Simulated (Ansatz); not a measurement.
# TiCo: from a guess to a relaxed structure, part 1 of 2

Where does this trial cell of TiCo go when cell and atoms are let free?

Method: DFT PBE, scalar-relativistic, plane waves, PAW, in Ansatz 0.2.0.

1 further run of the same task is left out (it didn't finish).

**1. The system as given**

Symmetry: Fm-3m, No. 225, cubic system. Conventional cell: a = 4.669 Å, b = 4.669 Å, c = 4.669 Å, α = 90.00°, β = 90.00°, γ = 90.00°. Around Ti (site symmetry m-3m) lie 6 Co at 2.33 Å. Around Co (site symmetry m-3m) lie 6 Ti at 2.33 Å.

Structure file:

```
Ti Co
1.0
     0.00000    2.33448    2.33448
     2.33448    0.00000    2.33448
     2.33448    2.33448    0.00000
Ti Co
1 1
Direct
  0.50000 0.50000 0.50000
  0.00000 0.00000 0.00000
```

The cell is invented: species swapped into a database cell of TePb (Fm-3m, No. 225), with Ti on the Te sites and Co on the Pb sites. Lengths come from tabulated atomic sizes and are only a guess.

**2. A first look at the guess**

The input, input.yaml:

```yaml
crystal:
  lattice:
    - [0.0, 2.33448458, 2.33448458]
    - [2.33448458, 0.0, 2.33448458]
    - [2.33448458, 2.33448458, 0.0]
  atoms:
    - { symbol: Ti, position: [0.5, 0.5, 0.5] }
    - { symbol: Co, position: [0.0, 0.0, 0.0], spin: 3.0 }
basis:
  ecutwfc: 420
kpoints:
  mp_grid: { grid: [6, 6, 6] }
hamiltonian:
  xc: pbe
scf:
  occupations: { method: gaussian, width: 0.1 }
  lower_state_search: "off"
output:
  forces: true
  stress: true
  eigenvalues: true
  populations: true
magnetization:
  spin_polarized: true
```

Command:

```
$ ansatz run input.yaml --threads 1 --pin off --max-ram 2560MiB --backend cpu --events-out ev --progress --plain --runs-dir out
```

The log of the run, cut to the lines that bear on the results:

```text
Warning: RAYON_NUM_THREADS=1 ignored (pool sized by the plan → 1); use --threads N
[...]
Pseudopotentials: kind: paw
Pseudopotential: Ti, paw, valence charge 12, recommended cutoff 420 eV (normal), Ti.paw.azcp
Pseudopotential: Co, paw, valence charge 17, recommended cutoff 420 eV (normal), Co.paw.azcp
Functional definition: PBE
[...]
Crystal: 2 atoms, lattice volume = 25.445 Å³
Basis set: ecut = 420 eV, 531 PW (Γ), exchange–correlation on 48×48×48 points (8 copies of the dense FFT grid, shifted against one another)
Bands: 20, of which v1, the nominal top of the filled ones, is band 15 counted from 1 (14 counted from 0)
Symmetry: 48 space group operations
Space group: Fm-3m (ITA 225), of the structure as read, at distance tolerance 2.9e-5 Å
Magnetic group: BNS 225.116 (UNI 1618), of the structure as read, at distance tolerance 2.9e-5 Å
k-points: 16 of 216
[...]
Starting moments: Σ|m| = 3 μB on 1 of 2 sites
[...]
SCF iter   1: F=—  HF=-7625.227539 eV  |F-HF|=—  |Δ(HF+E_count)|=         —  Δρ=2.76e-1 (↑1.21e-1 ↓2.76e-1)  dr2=9.30e0  dr2_m=8.47e0  M=0.524 μB ∫|m|=1.026 μB  β_m=0.30  ethr=3.10e-3  ⟨swp⟩=3.7  Hψ=2411  notcnv=0
[...]
spin=Collinear: Kerker preconditioning applied to the charge; magnetization (m = ρ↑ − ρ↓) channel mixes plain (no charge-response kernel on spin).
[...]
spin-set hold released at iteration 6 (the charge has settled, or the pull on large starting moments outlasts its swing): the magnetisation degrees of freedom join the quasi-Newton model from the next iteration; the mixer history was flushed
[...]
SCF iter  17: F=-7625.471847 eV  HF=-7625.471847 eV  |F-HF|=8.39e-10  |Δ(HF+E_count)|=  4.85e-10  Δρ=1.10e-6 (↑1.10e-6 ↓7.37e-7)  dr2=1.01e-9  dr2_m=1.33e-11  M=0.000 μB ∫|m|=0.000 μB  ethr=3.45e-10  ⟨swp⟩=3.3  Hψ=1567  notcnv=0
WARN: the starting moments were not kept: the SCF closed with an absolute magnetisation of 4.3e-6 μB, where they sum to 3 μB in size (1 site). That is at most 0.1 of that sum. Measured as dr2_m measures the in/out step, that magnetisation stands 1.0e-11 eV from none, at or under the [...]
SCF converged after 17 iterations
Magnetization: 0.0000 μB (14.5000 up, 14.5000 down)
Absolute magnetization: 0.0000 μB (∫|ρ↑−ρ↓|, with the PAW one-centre terms)
Spin contamination: 0.0000 ħ² per cell (⟨S²⟩ above its minimum at these occupations)
Per-site moments (μB) at R_I (Å): [(2.243232241621781e-6, 0.96297488925), (-1.4438076132157194e-6, 0.96297488925)]
Free energy (F): -7625.471847 eV
[...]
E sigma→0 (E₀):  -7625.464753 eV
Entropy (-TS):   -0.014189 eV (-7.094 meV/atom)
Fermi energy:    17.219364 eV
[...]
--- Forces (eV/Å), atoms counted from 1 ---
  atom   1  Ti     0.00000000    -0.00000000     0.00000000
  atom   2  Co    -0.00000000     0.00000000     0.00000000
[...]
--- Stress (GPa, compression-positive) ---
       21.001567       0.000000      -0.000000
        0.000000      21.001567      -0.000000
        0.000000       0.000000      21.001567
  P = ⅓ Tr σ = 21.0016 GPa (210.016 kbar)
--- Band table (eV; the first three rows and the last of 32) ---
  k-point 0 ↑: bands = ["-77.4644", "-40.8072", "-40.8072", "-40.8072", "-39.3489", "-15.5555", "-15.5555", "-15.5555", "9.8570", "14.0104", "14.0104", "14.2099", "14.2099", "14.2099", "19.9323", "19.9323", "19.9323", "21.3737", "21.3737", "28.3514"]
[...]
--- Löwdin populations: 2 sites ---
  site symbol       q [e]    m [muB]
     0     Ti     11.8199     0.0000
     1     Co     16.9042    -0.0000
  spilling = 0.009514 (of n_electrons = 29.000000)
```

Run time: 2.4 s. Hardware: 1 thread of Arm Neoverse V2, shared host; peak memory 0.28 GiB.

Per atom:

```tsv
atom	Löwdin electrons
Ti1	11.82
Co2	16.90
```

The Löwdin counts miss 0.28 of the 29 electrons, which the atomic orbitals do not span, so they are no charges.

From the probe: pressure 21.0 GPa, largest force 0.00 eV/Å, gap on this mesh none (metal). A cheap, loose relaxation comes first.

**3. A loose first relaxation**

input.yaml, as its differences from that of step 2:

```diff
@@ -24 +24,6 @@
   spin_polarized: true
+relax:
+  adjacent_minimum: "off"
+  f_tol: 0.04
+  max_steps: 70
+  cell: { stress_tol: 0.4 }
```

Command:

```
$ ansatz run input.yaml --threads 1 --pin off --max-ram 2560MiB --backend cpu --events-out ev --progress --plain --runs-dir out
```

The log of the run:

```text
Warning: RAYON_NUM_THREADS=1 ignored (pool sized by the plan → 1); use --threads N
Engine: ansatz 0.2.0, aarch64-unknown-linux-gnu
[... 4 set-up lines as earlier in the session ...]
  parameter kappa = 0.804
  parameter beta = 0.06672455060314922
  exchange = pbe_x(kappa = kappa, mu = beta*pi^2/3)
  correlation = pbe_c(beta = beta)
Crystal: 2 atoms, lattice volume = 25.445 Å³
Basis set: ecut = 420 eV, 531 PW (Γ), exchange–correlation on 48×48×48 points (8 copies of the dense FFT grid, shifted against one another)
Bands: 20, of which v1, the nominal top of the filled ones, is band 15 counted from 1 (14 counted from 0)
[... 2 set-up lines as earlier in the session ...]
Magnetic group: BNS 225.116 (UNI 1618), of the structure as read, at distance tolerance 2.9e-5 Å
k-points: 16 of 216
Non-local potential: Ti, projectors of the file, l = 0: 3, l = 1: 2, l = 2: 3, l = 3: 1
Non-local potential: Co, projectors of the file, l = 0: 3, l = 1: 2, l = 2: 3, l = 3: 1
PAW form: soft (Blöchl's): semilocal exchange-correlation on the pseudo side does not see the compensation charge
PAW one-centre angular grid: Ti, 590 points (default); XC on 64 Gauss nodes
PAW one-centre angular grid: Co, 590 points (default); XC on 64 Gauss nodes
Initial density: superposition of atomic densities (chi_scale 0.1, normalization cell)
Starting moments: Σ|m| = 3 μB on 1 of 2 sites
Initial wavefunctions: pseudopotential atomic-orbital guess
Functional: x = pbe(κ = 0.804, μ = 0.2195149727645171), c = pbe(β = 0.06672455060314922)
SCF iter   1: F=—  HF=-7625.227539 eV  |F-HF|=—  |Δ(HF+E_count)|=         —  Δρ=2.76e-1 (↑1.21e-1 ↓2.76e-1)  dr2=9.30e0  dr2_m=8.47e0  M=0.524 μB ∫|m|=1.026 μB  β_m=0.30  ethr=3.10e-3  ⟨swp⟩=3.7  Hψ=2411  notcnv=0
preconditioner: auto → none  [insulator: Δε(μ)=0.142 eV  Ē_g=15.349 eV  σ=0.100 eV  W_gap=0.58  n_scr=14 (ndim 8)  ℏωp=32.1 eV  f_vac=0.000  D(μ)=0.57/eV (n_scr^D=0)  ε∞_Penn≈5.4]
SCF iter   2: F=—  HF=-7630.356466 eV  |F-HF|=—  |Δ(HF+E_count)|=    5.13e0  Δρ=3.96e-1 (↑3.96e-1 ↓2.88e-1)  dr2=9.84e1  dr2_m=1.40e0  M=1.641 μB ∫|m|=2.825 μB  β_m=0.30  ethr=3.10e-3  ⟨swp⟩=3.2  Hψ=1655  notcnv=0  defer=30
preconditioner: auto → Kerker (q_TF=auto, 2.788 Å⁻¹)  [metal: Δε(μ)=0.096 eV  Ē_g=4.936 eV  σ=0.100 eV  W_gap=0.49  n_scr=14 (ndim 8)  ℏωp=26.5 eV  f_vac=0.000  D(μ)=1.65/eV (n_scr^D=14)]
spin=Collinear: Kerker preconditioning applied to the charge; magnetization (m = ρ↑ − ρ↓) channel mixes plain (no charge-response kernel on spin).
SCF iter   3: F=—  HF=-7624.493060 eV  |F-HF|=—  |Δ(HF+E_count)|=    5.86e0  Δρ=1.90e-1 (↑1.48e-1 ↓1.90e-1)  dr2=1.24e0  dr2_m=6.53e0  M=0.523 μB ∫|m|=1.498 μB  β_m=0.30  ethr=3.10e-3  ⟨swp⟩=2.9  Hψ=1604  notcnv=0  defer=19
SCF iter   4: F=—  HF=-7628.934804 eV  |F-HF|=—  |Δ(HF+E_count)|=    4.44e0  Δρ=2.79e-1 (↑2.79e-1 ↓2.59e-1)  dr2=7.66e1  dr2_m=4.41e-1  M=1.719 μB ∫|m|=3.297 μB  β_m=0.30  ethr=3.10e-3  ⟨swp⟩=3.2  Hψ=1571  notcnv=0  defer=27
SCF iter   5: F=—  HF=-7624.436944 eV  |F-HF|=—  |Δ(HF+E_count)|=    4.50e0  Δρ=1.73e-1 (↑1.41e-1 ↓1.73e-1)  dr2=4.48e-1  dr2_m=5.70e0  M=0.510 μB ∫|m|=1.715 μB  β_m=0.30  ethr=3.10e-3  ⟨swp⟩=3.2  Hψ=1448  notcnv=0  defer=22
SCF iter   6: F=—  HF=-7624.769580 eV  |F-HF|=—  |Δ(HF+E_count)|=   3.33e-1  Δρ=1.26e-1 (↑1.14e-1 ↓1.26e-1)  dr2=2.39e-2  dr2_m=3.35e0  M=0.446 μB ∫|m|=1.584 μB  β_m=0.30  ethr=1.54e-3  ⟨swp⟩=2.0  Hψ=978  notcnv=0  defer=28
Mixer restart at iter 6: flushing history
spin-set hold released at iteration 6 (the charge has settled, or the pull on large starting moments outlasts its swing): the magnetisation degrees of freedom join the quasi-Newton model from the next iteration; the mixer history was flushed
SCF iter   7: F=—  HF=-7624.987612 eV  |F-HF|=—  |Δ(HF+E_count)|=   2.18e-1  Δρ=9.94e-2 (↑9.53e-2 ↓9.94e-2)  dr2=5.93e-3  dr2_m=2.21e0  M=0.396 μB ∫|m|=1.391 μB  β_m=0.51  ethr=8.24e-5  ⟨swp⟩=1.7  Hψ=800  notcnv=0  defer=27
SCF iter   8: F=—  HF=-7625.441350 eV  |F-HF|=—  |Δ(HF+E_count)|=   4.54e-1  Δρ=6.00e-2 (↑1.06e-2 ↓6.00e-2)  dr2=4.90e-1  dr2_m=2.87e-1  M=0.155 μB ∫|m|=0.568 μB  β_m=0.49  ethr=2.04e-5  ⟨swp⟩=2.8  Hψ=1424  notcnv=0  defer=27
SCF iter   9: F=—  HF=-7625.459873 eV  |F-HF|=—  |Δ(HF+E_count)|=   1.85e-2  Δρ=2.75e-2 (↑2.75e-2 ↓3.07e-3)  dr2=1.39e-1  dr2_m=4.29e-2  M=-0.011 μB ∫|m|=0.348 μB  β_m=0.58  ethr=2.04e-5  ⟨swp⟩=2.4  Hψ=1490  notcnv=0  defer=29
SCF iter  10: F=—  HF=-7625.469770 eV  |F-HF|=—  |Δ(HF+E_count)|=   9.90e-3  Δρ=1.12e-2 (↑1.12e-2 ↓3.34e-3)  dr2=3.41e-2  dr2_m=5.38e-3  M=-0.062 μB ∫|m|=0.150 μB  β_m=0.79  ethr=2.04e-5  ⟨swp⟩=2.0  Hψ=1148  notcnv=0  defer=29
SCF iter  11: F=—  HF=-7625.471546 eV  |F-HF|=—  |Δ(HF+E_count)|=   1.78e-3  Δρ=2.58e-3 (↑1.22e-3 ↓2.58e-3)  dr2=1.36e-3  dr2_m=5.85e-4  M=-0.051 μB ∫|m|=0.051 μB  β_m=0.72  ethr=2.04e-5  ⟨swp⟩=2.2  Hψ=891  notcnv=0  defer=29
SCF iter  12: F=—  HF=-7625.471832 eV  |F-HF|=—  |Δ(HF+E_count)|=   2.85e-4  Δρ=2.30e-3 (↑2.30e-3 ↓1.33e-3)  dr2=2.03e-3  dr2_m=1.87e-4  M=-0.029 μB ∫|m|=0.029 μB  β_m=0.86  ethr=4.68e-6  ⟨swp⟩=1.7  Hψ=812  notcnv=0  defer=29
SCF iter  13: F=—  HF=-7625.471808 eV  |F-HF|=—  |Δ(HF+E_count)|=   2.35e-5  Δρ=9.19e-4 (↑9.19e-4 ↓5.78e-4)  dr2=1.93e-4  dr2_m=7.63e-5  M=-0.020 μB ∫|m|=0.020 μB  β_m=0.93  ethr=4.68e-6  ⟨swp⟩=1.0  Hψ=610  notcnv=0  defer=29
SCF iter  14: F=—  HF=-7625.471853 eV  |F-HF|=—  |Δ(HF+E_count)|=   4.51e-5  Δρ=2.10e-4 (↑1.81e-4 ↓2.10e-4)  dr2=2.65e-7  dr2_m=8.82e-6  M=-0.007 μB ∫|m|=0.007 μB  β_m=0.96  ethr=6.64e-7  ⟨swp⟩=1.3  Hψ=626  notcnv=0  defer=29
SCF iter  15: F=—  HF=-7625.471847 eV  |F-HF|=—  |Δ(HF+E_count)|=   5.96e-6  Δρ=7.82e-5 (↑7.82e-5 ↓3.51e-5)  dr2=1.98e-6  dr2_m=3.24e-7  M=-0.001 μB ∫|m|=0.001 μB  β_m=0.97  ethr=3.45e-10  ⟨swp⟩=9.1  Hψ=2974  notcnv=0
SCF iter  16: F=—  HF=-7625.471847 eV  |F-HF|=—  |Δ(HF+E_count)|=   6.21e-8  Δρ=2.03e-5 (↑2.03e-5 ↓5.77e-6)  dr2=1.21e-7  dr2_m=1.78e-8  M=-0.000 μB ∫|m|=0.000 μB  β_m=0.98  ethr=9.14e-10  ⟨swp⟩=2.0  Hψ=785  notcnv=0
SCF iter  17: F=-7625.471847 eV  HF=-7625.471847 eV  |F-HF|=8.39e-10  |Δ(HF+E_count)|=  4.85e-10  Δρ=1.10e-6 (↑1.10e-6 ↓7.37e-7)  dr2=1.01e-9  dr2_m=1.33e-11  M=0.000 μB ∫|m|=0.000 μB  ethr=3.45e-10  ⟨swp⟩=3.3  Hψ=1567  notcnv=0
WARN: the starting moments were not kept: the SCF closed with an absolute magnetisation of 4.3e-6 μB, where they sum to 3 μB in size (1 site). That is at most 0.1 of that sum. Measured as dr2_m measures the in/out step, that magnetisation stands 1.0e-11 eV from none, at or under the dr2_threshold of 1.0e-7 eV: it is no larger than a step whose dr2_m would equal this threshold. The system may hold no moment; this SCF shows only that its start led to no more than that. To try another start: raise the starting moments (crystal.atoms[].spin, magnetization.per_species, magnetization.initial_magnetization, or on a non-collinear deck that types none of these the spinor_matrix: blocks that start its atoms; where the total moment is fixed, keep their sum and leave initial_magnetization as it is; typed ones take the place of any that the run laid by itself, positive ones on a crystal's lanthanoids without a Hubbard term where scf.initial_density.shell_occupations: [] is typed) or, if the notice of its spin-set hold's release reads "site moments contracting" or "site moments show no strong build", lengthen the hold (scf.mixing.spin_hold: { on: { confirm: 4 } }; for m-r²SCAN on two components see the key's manual first). Each may lead to a state that holds a moment. A second SCF, from the converged charge density, with the starting moments and any scf.initial_density.shell_occupations laid on it anew, would have followed, and was not run: the deck does not ask for one (magnetization.retry_lost_moments is false, the default). To let it run, set magnetization.retry_lost_moments: true and run the deck again, where that key's refused combinations let it; where memory then withholds it, that run's warning says so.
SCF 1 converged in 17 iterations: F = -7625.471847 eV  dr2 = 1.01e-9
relax step   1: F+E_penalty+E_count = -7625.47184735 eV  Δ(F+E_penalty+E_count) = +0.000e0 eV  max|allowed force component| = 1.381e-29 eV/Å  Δτ_max = 0.0000 Å  P = +21.002 GPa  Ω = 25.445 Å³  (17 SCF iters, dr2 threshold 1.00e-7 eV, accepted)
[... 23 lines left out ...]
relax step   2: F+E_penalty+E_count = -7625.63069773 eV  Δ(F+E_penalty+E_count) = -1.589e-1 eV  max|allowed force component| = 1.413e-29 eV/Å  Δτ_max = 0.0000 Å  P = +6.833 GPa  Ω = 27.336 Å³  energy of the carried Pulay correction = -9.379e-4 eV  (12 SCF iters, dr2 threshold 2.00e-7 eV, accepted)
[... 21 lines left out ...]
relax step   3: F+E_penalty+E_count = -7625.65405209 eV  Δ(F+E_penalty+E_count) = -2.335e-2 eV  max|allowed force component| = 1.440e-29 eV/Å  Δτ_max = 0.0000 Å  P = +0.845 GPa  Ω = 28.351 Å³  energy of the carried Pulay correction = -1.414e-3 eV  (12 SCF iters, dr2 threshold 2.00e-7 eV, accepted)
[... 18 lines left out ...]
relax step   4: F+E_penalty+E_count = -7625.65439462 eV  Δ(F+E_penalty+E_count) = -3.425e-4 eV  max|allowed force component| = 7.783e-29 eV/Å  Δτ_max = 0.0000 Å  P = +0.040 GPa  Ω = 28.500 Å³  energy of the carried Pulay correction = -1.483e-3 eV  (10 SCF iters, dr2 threshold 2.00e-7 eV, accepted)
[... 14 lines left out ...]
relax step   5: F+E_penalty+E_count = -7625.65807496 eV  Δ(F+E_penalty+E_count) = -3.680e-3 eV  max|allowed force component| = 1.052e-28 eV/Å  Δτ_max = 0.0000 Å  P = +0.392 GPa  Ω = 28.500 Å³  stress off target by 3.92e-1 GPa  SCF on the basis re-selected at this cell (its energy is not comparable with the rows above)  (8 SCF iters)
basis re-selected at this cell: Δ(F+E_penalty+E_count) = -3.680e-3 eV, ΔP = +0.353 GPa vs the last step (what re-selecting the basis moved, of the pressure what is left beyond the Pulay correction that the steps carried, after the strain that the cell walked since its last selection, with what the two solves' SCF thresholds leave and, on support functions, any second-order correction that the steps lacked; it is no measure of the basis error at this ecutwfc). This SCF's stress stands 3.92e-1 GPa from its target on what of the cell is left free (relax.cell.stress_tol is 4.00e-1 GPa) and its largest allowed force component is 1.05e-28 eV/Å (relax.f_tol is 4.00e-2 eV/Å): within both
SCF converged after 8 iterations
Magnetization: 0.0000 μB (14.5000 up, 14.5000 down)
Absolute magnetization: 0.0000 μB (∫|ρ↑−ρ↓|, with the PAW one-centre terms)
Spin contamination: 0.0000 ħ² per cell (⟨S²⟩ above its minimum at these occupations)
Per-site moments (μB) at R_I (Å): [(2.826735946762923e-7, 1.000070890331591), (-4.061518967157719e-7, 1.000070890331591)]
Free energy (F): -7625.658075 eV
Harris-Foulkes:  -7625.658075 eV  (|F-HF|=5.46e-12)
Internal energy: -7625.645026 eV  (E = F + TS)
E sigma→0 (E₀):  -7625.651550 eV
Entropy (-TS):   -0.013049 eV (-6.525 meV/atom)
Fermi energy:    15.010721 eV
--- Per-component energies (eV) ---
  E_band       = -438.637188
  E_kinetic    = 733.790799
  E_local      = -4143.816986  (includes V_loc(G=0)·N_el)
  E_nonlocal   = 465.461406
  E_hartree    = 1752.377645
  E_xc         = -257.231272
  E_vxc        = -328.139875  (∫ρ·V_xc dr)
  E_paw        = -2568.234856  (= ΣΔE_a)
  E_vpaw       = -670.687771  (= ΣTr[D̂ρ^β])
  E_aug_tail   = 0.000230  (compensation charges beyond the density's cutoff)
  E_ewald      = -3607.991991
  E_smearing   = -0.013049  (= −TS)
  E_closure    = -0.000000  (closes the sum)
  Σ components = -7625.658075   (vs F -7625.658075, Δ=0.00e0)
--- Forces (eV/Å), atoms counted from 1 ---
  atom   1  Ti     0.00000000     0.00000000     0.00000000
  atom   2  Co    -0.00000000    -0.00000000    -0.00000000
  max |Σ_I F_I| component: 1.94e-28 eV/Å
--- Stress (GPa, compression-positive) ---
        0.392394      -0.000000      -0.000000
       -0.000000       0.392394      -0.000000
       -0.000000      -0.000000       0.392394
  P = ⅓ Tr σ = 0.3924 GPa (3.924 kbar)
--- Band table (eV; the first three rows and the last of 32) ---
  k-point 0 ↑: bands = ["-79.4840", "-42.8120", "-42.8120", "-42.8120", "-41.7732", "-17.9796", "-17.9796", "-17.9796", "8.0654", "12.2820", "12.2820", "12.5007", "12.5007", "12.5007", "17.4072", "17.4072", "17.4072", "18.6263", "18.6263", "25.9723"]
  k-point 1 ↑: bands = ["-79.4839", "-42.8246", "-42.8122", "-42.8122", "-41.7577", "-18.0180", "-17.9879", "-17.9879", "8.6751", "12.4453", "12.5167", "12.5167", "12.7697", "12.7697", "16.9972", "17.2018", "17.2018", "18.0054", "18.0054", "24.1973"]
  k-point 2 ↑: bands = ["-79.4836", "-42.8487", "-42.8127", "-42.8127", "-41.7276", "-18.0939", "-18.0042", "-18.0042", "10.2883", "12.3643", "13.1437", "13.1437", "13.4479", "13.4479", "16.0732", "16.1339", "16.1339", "17.3184", "17.3184", "20.5686"]
  k-point 15 ↓: bands = ["-79.4832", "-42.8255", "-42.8195", "-42.8170", "-41.7411", "-18.0885", "-18.0499", "-18.0411", "11.7085", "12.5596", "12.9561", "13.1018", "13.4079", "14.3302", "15.5856", "16.4615", "16.6429", "17.4420", "18.2450", "19.7461"]
--- Relaxed structure (4 steps of the walk, 4 accepted, 1 SCFs on fresh bases) ---
  F+E_penalty+E_count = -7625.65807496 eV   max|allowed force component| = 1.052e-28 eV/Å   (the final SCF, on the basis selected at the relaxed cell)
  cell:  # Å, volume = 28.5004 Å³
    - [-1.4131695872483844e-35, 2.4244142795917356, 2.4244142795917356]
    - [2.4244142795917356, 2.2324098719123806e-33, 2.4244142795917356]
    - [2.4244142795917356, 2.4244142795917356, 4.0305188932084255e-34]
  atoms:
    - { symbol: Ti, position: [0.49999999999999994, 0.49999999999999994, 0.49999999999999994] }
    - { symbol: Co, position: [1.8476372221826526e-35, -8.593661498644652e-37, -2.5780984495575224e-35] }
--- Löwdin populations: 2 sites ---
  site symbol       q [e]    m [muB]
     0     Ti     11.7643     0.0000
     1     Co     16.9395    -0.0000
  spilling = 0.010214 (of n_electrons = 29.000000)
```

It took 8.7 s on 1 thread of Arm Neoverse V2, shared host; peak memory 0.3 GiB.

The steps of the relaxation:

```csv
step,E - E(step 1) (eV/cell),largest force component (eV/Å),pressure (GPa),volume (Å³)
1,0.0000,0.0000,21.00,25.45
2,-0.1589,0.0000,6.83,27.34
3,-0.1822,0.0000,0.85,28.35
4,-0.1825,0.0000,0.04,28.50
5,-0.1862,0.0000,0.39,28.50
```

Step 1 is the start. Step 5 repeats the geometry before it on a plane-wave basis chosen anew for that cell, so its energy need not be comparable with the rows above.

Lengths and angles in the start's conventional setting:

|  | before | after | change |
| --- | --- | --- | --- |
| a (Å) | 4.669 | 4.849 | +3.9 % |
| b (Å) | 4.669 | 4.849 | +3.9 % |
| c (Å) | 4.669 | 4.849 | +3.9 % |
| volume (Å³/atom) | 12.72 | 14.25 | +12.0 % |
| shortest distance (Å) | 2.334 | 2.424 | +3.9 % |
| space group (0.01 Å) | Fm-3m | Fm-3m | same |

Forces and stress were held to the start's 48 operations: a distortion of lower symmetry was not tested.

Per atom:

```tsv
atom	Löwdin electrons
Ti1	11.76
Co2	16.94
```

The Löwdin counts miss 0.30 of the 29 electrons, which the atomic orbitals do not span, so they are no charges.

(Continued in part 2 of 2.)
